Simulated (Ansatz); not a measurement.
# CuGaSe2: the cell at several levels of theory

Cell and atoms of CuGaSe2, ordered on the rocksalt lattice (P4/mmm) with 4 atoms a cell are relaxed in turn with PBE and r2SCAN. This is a trial cell built on a prototype, not taken from a measured structure, and it needn't be the compound's ground state.

Program: Ansatz 0.2.0. PAW datasets, plane waves, zero pressure. All values are calculated for a non-magnetic cell, which may be hypothetical.

## Step 1: The cell

This is the cell as the run starts from it, not yet at rest; its lengths are not the crystal's.

The symmetry is P4/mmm (No. 123, tetragonal); a = 3.643 Å, c = 5.152 Å in the conventional setting, 17.09 Å³ an atom. Near Cu stand 6 Se at 2.58 Å; near Se stand 2 Cu at 2.58 Å and 4 Ga at 2.58 Å; near Ga stand 6 Se at 2.58 Å; near Se stand 2 Ga at 2.58 Å and 4 Cu at 2.58 Å.

Structure file:

```cif
data_structure
_symmetry_space_group_name_H-M 'P4/mmm'
_symmetry_Int_Tables_number 123
_cell_length_a 3.6430
_cell_length_b 3.6430
_cell_length_c 5.1519
_cell_angle_alpha 90.000
_cell_angle_beta 90.000
_cell_angle_gamma 90.000
_cell_volume 68.37
loop_
_atom_site_label
_atom_site_type_symbol
_atom_site_symmetry_multiplicity
_atom_site_Wyckoff_symbol
_atom_site_fract_x
_atom_site_fract_y
_atom_site_fract_z
_atom_site_occupancy
Cu1 Cu 1 a 0.00000 0.00000 0.00000 1
Se1 Se 1 b 0.00000 0.00000 0.50000 1
Ga1 Ga 1 d 0.50000 0.50000 0.50000 1
Se2 Se 1 c 0.50000 0.50000 0.00000 1
```

## Step 2: Relaxation with PBE

input.yaml

```yaml
crystal:
  lattice:
    - [3.6429738316, 0.0, 0.0]
    - [0.0, 3.6429738316, 0.0]
    - [0.0, 0.0, 5.151943]
  atoms:
    - { symbol: Cu, position: [0.0, 0.0, 0.0] }
    - { symbol: Se, position: [0.0, 0.0, 0.5] }
    - { symbol: Ga, position: [0.5, 0.5, 0.5] }
    - { symbol: Se, position: [0.5, 0.5, 0.0] }
kpoints:
  mp_grid: { grid: [6, 6, 4] }
hamiltonian:
  xc: pbe
scf:
  occupations: { method: fermi_dirac, width: 0.02 }
relax:
  f_tol: 0.005
  cell: {}
```

The run is started by

```
$ ansatz run input.yaml --threads 2 --pin off --max-ram 2211MiB --backend cpu --events-out ev --progress --plain --runs-dir out
```

The runs that follow: Relaxation with r2SCAN.

Before running it: what results should come out? Wanted: for each run, a; c; volume; space group; SCF geometries.

As calculated:

| level | a (Å) | c (Å) | volume (Å³/atom) | space group | SCF geometries |
| --- | --- | --- | --- | --- | --- |
| PBE | 3.764 | 5.302 | 18.778 | P4/mmm | 5 |
| r2SCAN | 3.730 | 5.255 | 18.272 | P4/mmm | 4 |

In words: The first relaxation changed the volume by +9.9 % from the start. The volume runs from r2SCAN (least) to PBE (most), a spread of 2.8 %, or 0.9 % in length if all axes shared it alike.
